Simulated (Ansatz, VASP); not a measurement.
# Si15Ge24O38 (amorphous SiO2 against Ge(100), 10.4 A): VASP beside Ansatz, part 2 of 2

One calculation is typed for both programs; each brings its own data sets. How far apart do they land? Of the first pair: The structure shown is the start of the Ansatz relaxation below; VASP solves that cell, so the two are compared at the walk's first step.

VASP 6.6.1 and Ansatz 0.2.0.

So far. Step 3 (VASP: single point, PBE, start cell, pair 1): The run ends at a pressure of 0.47 GPa, with forces up to 1.4 eV/Å.

**5. Ansatz: relaxation, PBE**

Level of this step: Ansatz beside VASP: Kohn-Sham DFT, plane waves, PBE (Ansatz).

This run makes the geometry at which the two programs are then compared. The cell compared in this pair holds 2656.03 Å³, against 2678.21 Å³ for the pair before.

The structure compared here is the end of the Ansatz relaxation.

Contents of input.yaml:

```yaml
crystal:
  lattice:
    - [11.44, 0.0, 0.0]
    - [0.0, 11.44, 0.0]
    - [0.0, 0.0, 20.46412]
  atoms:
    - { symbol: Ge, position: [0.00307, 0.00349, 0.25614] }
    - { symbol: Ge, position: [0.09328, 0.08784, 0.02365] }
    - { symbol: Ge, position: [0.99496, 0.23445, 0.11719] }
    - { symbol: Ge, position: [0.12278, 0.37591, 0.17607] }
    - { symbol: Ge, position: [0.25028, 0.00333, 0.10288] }
    - { symbol: Ge, position: [0.37803, 0.12127, 0.17563] }
    - { symbol: Ge, position: [0.24417, 0.24367, 0.24408] }
    - { symbol: Ge, position: [0.37557, 0.37035, 0.02916] }
    - { symbol: Ge, position: [0.11892, 0.14088, 0.32633] }
    - { symbol: Ge, position: [0.96171, 0.25302, 0.38615] }
    - { symbol: Ge, position: [0.22681, 0.04149, 0.41746] }
    - { symbol: Ge, position: [0.39061, 0.35389, 0.30736] }
    - { symbol: Ge, position: [0.0025, 0.49874, 0.25224] }
    - { symbol: Ge, position: [0.11998, 0.64006, 0.03509] }
    - { symbol: Ge, position: [0.00345, 0.76215, 0.11387] }
    - { symbol: Ge, position: [0.13504, 0.88464, 0.18323] }
    - { symbol: Ge, position: [0.25192, 0.49924, 0.10463] }
    - { symbol: Ge, position: [0.37641, 0.61966, 0.17874] }
    - { symbol: Ge, position: [0.25279, 0.74707, 0.24862] }
    - { symbol: Ge, position: [0.36759, 0.87139, 0.03116] }
    - { symbol: Ge, position: [0.1218, 0.63838, 0.32274] }
    - { symbol: Ge, position: [0.96664, 0.73059, 0.3888] }
    - { symbol: Ge, position: [0.31723, 0.46414, 0.39768] }
    - { symbol: Ge, position: [0.37209, 0.85408, 0.32781] }
    - { symbol: Ge, position: [0.49241, 0.99335, 0.25507] }
    - { symbol: Ge, position: [0.64262, 0.14796, 0.02411] }
    - { symbol: Ge, position: [0.50223, 0.24571, 0.10126] }
    - { symbol: Ge, position: [0.63035, 0.36378, 0.17468] }
    - { symbol: Ge, position: [0.73605, 0.01092, 0.1071] }
    - { symbol: Ge, position: [0.86122, 0.12027, 0.18732] }
[... 118 atom lines left out ...]
    - { symbol: O, position: [0.06776, 0.6025, 0.65224] }
    - { symbol: O, position: [0.71784, 0.11303, 0.58005] }
    - { symbol: O, position: [0.87372, 0.47943, 0.69009] }
    - { symbol: O, position: [0.833, 0.85509, 0.9759] }
    - { symbol: O, position: [0.66121, 0.42017, 0.74295] }
    - { symbol: O, position: [0.84513, 0.66017, 0.61827] }
kpoints:
  mp_grid: { grid: [1, 1, 1] }
hamiltonian:
  xc: pbe
scf:
  occupations: { method: fermi_dirac, width: 0.025 }
output:
  forces: true
relax:
  f_tol: 0.08
  max_steps: 90
  cell: { fix: [a, b, alpha, beta, gamma] }
```

Launch:

```console
> ansatz run input.yaml --threads 4 --pin off --max-ram 15872MiB --backend cpu --events-out ev --progress --plain --runs-dir out
```

Numbers of over 12 decimals in the logs are rounded to 6 here.

What it wrote:

```text
[...]
Crystal: 154 atoms, lattice volume = 2678.213 Å³
Basis set: ecut = 420 eV, 52381 PW (Γ), exchange–correlation on 160×160×288 points (8 copies of the dense FFT grid, shifted against one another)
Bands: 778, of which v1, the nominal top of the filled ones, is band 624 counted from 1 (623 counted from 0)
Symmetry: 1 space group operations
[...]
k-points: 1
[...]
- { symbol: O, position: [0.867118, 0.337237, 0.783102] }
    - { symbol: O, position: [0.352498, 0.536311, 0.908316] }
    - { symbol: O, position: [0.518595, 0.569965, 0.684946] }
    - { symbol: O, position: [0.230067, 0.085175, 0.835252] }
    - { symbol: O, position: [0.874614, 0.133579, 0.424287] }
    - { symbol: O, position: [0.313780, 0.646872, 0.637317] }
    - { symbol: O, position: [0.168116, 0.628081, 0.845662] }
[...]
- { symbol: O, position: [0.873380, 0.487888, 0.688080] }
    - { symbol: O, position: [0.839882, 0.879215, 0.977333] }
    - { symbol: O, position: [0.664406, 0.421223, 0.740310] }
    - { symbol: O, position: [0.865473, 0.668052, 0.608879] }
```

**6. VASP: single point, PBE, relaxed cell, pair 2**

The same cell, functional, mesh and smearing now go to VASP, with its own data sets.

Contents of INCAR:

```
SYSTEM = Si15Ge24O38
PREC = Accurate
ENCUT = 600
EDIFF = 1E-06
NELM = 120
ISMEAR = -1
SIGMA = 0.025
LREAL = Auto
ALGO = Normal
GGA = PE
NBANDS = 731
LORBIT = 11
LWAVE = .FALSE.
LCHARG = .FALSE.
ISIF = 2
LASPH = .TRUE.
GGA_COMPAT = .FALSE.
EFERMI = MIDGAP
```

Contents of POSCAR:

```
Si15Ge24O38
1.0
   11.4400000000      0.0000000000      0.0000000000
    0.0000000000     11.4400000000      0.0000000000
    0.0000000000      0.0000000000     20.2946260000
Ge Si O
48 30 76
Direct
    0.0052700000      0.9985200000      0.2578200000
    0.0945300000      0.0791600000      0.0342100000
    0.9899900000      0.2255300000      0.1178500000
    0.1117900000      0.3741400000      0.1750900000
    0.2574100000      0.9914600000      0.1028500000
    0.3717100000      0.1249900000      0.1757300000
    0.2372400000      0.2474700000      0.2449900000
    0.3650100000      0.3831300000      0.0225400000
    0.1125300000      0.1429600000      0.3299000000
    0.9556400000      0.2510700000      0.3865700000
    0.2267700000      0.0443900000      0.4210600000
    0.3891600000      0.3534900000      0.3067100000
    0.9883400000      0.4965100000      0.2514600000
    0.1030300000      0.6311900000      0.0288200000
    0.0044200000      0.7616400000      0.1117400000
    0.1321000000      0.8801300000      0.1828300000
    0.2365800000      0.4999300000      0.1018400000
    0.3627600000      0.6091000000      0.1792600000
    0.2414300000      0.7360900000      0.2494000000
    0.3683500000      0.8601200000      0.0201500000
    0.1102800000      0.6272600000      0.3234300000
    0.9646400000      0.7289700000      0.3905200000
    0.3055900000      0.4649900000      0.3956100000
    0.3550400000      0.8535100000      0.3270600000
    0.4859900000      0.9939500000      0.2566200000
    0.6464500000      0.1680000000      0.0307500000
    0.4894300000      0.2632900000      0.1014100000
    0.6285300000      0.3596100000      0.1775500000
    0.7382000000      0.0149000000      0.1087200000
    0.8628800000      0.1171600000      0.1921500000
[... 118 atom lines left out ...]
    0.0740600000      0.5984200000      0.6504300000
    0.7244600000      0.1109300000      0.5736200000
    0.8733800000      0.4878900000      0.6880800000
    0.8398800000      0.8792100000      0.9773300000
    0.6644100000      0.4212200000      0.7403100000
    0.8654700000      0.6680500000      0.6088800000
```

Contents of KPOINTS:

```
Automatic mesh
0
Gamma
1 1 1
0 0 0
```

Potentials, in the order of the species: Ge_d, Si and O (PBE family, release 64).

Launch:

```console
> export OMP_NUM_THREADS=3
> mpirun -np 1 vasp_gam
```

What it wrote:

```text
[... set-up lines as in an earlier step ...]
 entering main loop
       N       E                     dE             d eps       ncg     rms          rms(c)
DAV:   1     0.424829071420E+05    0.42483E+05   -0.42858E+05  1694   0.455E+03
DAV:   2     0.951397857336E+04   -0.32969E+05   -0.31572E+05  1462   0.126E+03
DAV:   3     0.559278507275E+03   -0.89547E+04   -0.84870E+04  1550   0.401E+02
DAV:   4    -0.100829191032E+04   -0.15676E+04   -0.15114E+04  1705   0.175E+02
[...]
DAV:  20    -0.100967489660E+04    0.38176E-05   -0.28332E-05  1756   0.249E-02    0.598E-03
DAV:  21    -0.100967489427E+04    0.23364E-05   -0.67350E-06  1540   0.147E-02    0.348E-03
DAV:  22    -0.100967489475E+04   -0.48085E-06   -0.86753E-06  1540   0.713E-03
   1 F= -.10096749E+04 E0= -.10096744E+04  d E =-.104002E-02
```

From OUTCAR (step 6):

```text
  FREE ENERGIE OF THE ION-ELECTRON SYSTEM (eV)
  ---------------------------------------------------
  free  energy   TOTEN  =     -1009.6748947468 eV

  energy  without entropy=    -1009.6738547292  energy(sigma->0) =    -1009.67437474

[... 1 part as in an earlier step ...]
```

The run ends at a pressure of 0.65 GPa, with forces up to 0.34 eV/Å.

**7. Side by side**

What differs besides the data sets and the points named for the pairs above, as far as they apply: the cutoff is 420 eV in Ansatz and 600 eV in VASP (PREC = Accurate, projectors in real space). Total energies have different zeros and are not compared.

Compared:

```csv
quantity,Ansatz,VASP,difference
pressure (GPa),0.72,0.65,+0.06
gap on the k mesh (eV),0.330,0.330,0.000
```

Forces on 7 of the 154 atoms, those with the largest forces and the largest differences (eV/Å; atoms numbered as in POSCAR):

```csv
atom,"Ansatz x, y, z","VASP x, y, z"
Si54,"0.018, -0.014, 0.000","-0.148, 0.026, -0.004"
O97,"-0.004, 0.005, -0.001","0.162, -0.037, -0.014"
O119,"0.029, 0.008, -0.034","-0.011, 0.047, -0.279"
O136,"0.015, 0.024, -0.008","0.015, 0.238, -0.246"
O140,"0.054, 0.059, -0.042","0.053, 0.070, -0.057"
O145,"-0.027, -0.025, -0.001","0.020, -0.218, 0.235"
O154,"-0.018, 0.012, 0.040","-0.050, -0.014, 0.285"
```

The forces differ by 35 meV/Å r.m.s., which is 88.8 % of the r.m.s. force of 0.039 eV/Å (both taken over all components). A gap on the mesh is an upper bound, since the band edges may lie between its points.

**8. Results**

```
r.m.s. force difference (single point, PBE, start cell, pair 1)   : 19 % of the r.m.s. force
r.m.s. force difference (single point, PBE, relaxed cell, pair 2) : 35 meV/Å
```

What this shows: The r.m.s. force difference is 19 % of the r.m.s. force (single point, PBE, start cell, pair 1), beyond the 3 % picked in this series as the mark of a large difference. What causes the difference of the single point, PBE, start cell, pair 1 pair stays open here. What causes the difference of the single point, PBE, relaxed cell, pair 2 pair stays open here. Such differences can come from data sets, numerical settings and the points named under the comparisons, not from the functional's error against experiment.

[Lines on the potential files, build, host, timing and source positions are cut from VASP's logs without a mark.]

[Logs are printed without paths, hosts, clocks, repeated set-up lines and the standing remarks that a program may print on its own settings, such as how far it seeks lower states.]

[Hosts, paths, dates, database ids (printed as entryN), source tags and the programs' standing remarks are cut or masked in the printed files.]
